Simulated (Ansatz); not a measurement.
The system is BaS.

```
Ba S
1.0
     0.00000    3.19375    3.19375
     3.19375    0.00000    3.19375
     3.19375    3.19375    0.00000
Ba S
1 1
Direct
  0.00000 0.00000 0.00000
  0.50000 0.50000 0.50000
```

Base run:

- Program: Ansatz 0.2.0
- Functional: PBE
- Potentials or basis: all-electron LAPW, scalar-relativistic
- Cutoff: 137 eV (chosen from the basis error)
- Basis error allowed: 0.001 eV/atom
- k mesh: 7 × 7 × 7
- Occupations: gaussian, width 0.017 eV
- Spin: no spin polarisation

Its results: band gap on the k mesh 2.26 eV, indirect (least direct gap 2.38 eV); pressure 0.8 GPa.

Task: The run is repeated on the same cell with these changes: functional from PBE to RPBE; occupations from gaussian, width 0.017 eV to fermi-dirac, width 0.05 eV. What comes out?

Result: Band gap on the k mesh 2.41 eV, indirect (least direct gap 2.52 eV); pressure 2.4 GPa.

Caveats: spin-orbit coupling is left out, which moves the levels of the heavy elements; an odd mesh through Γ misses points on the zone boundary, where band edges often lie (some runs).
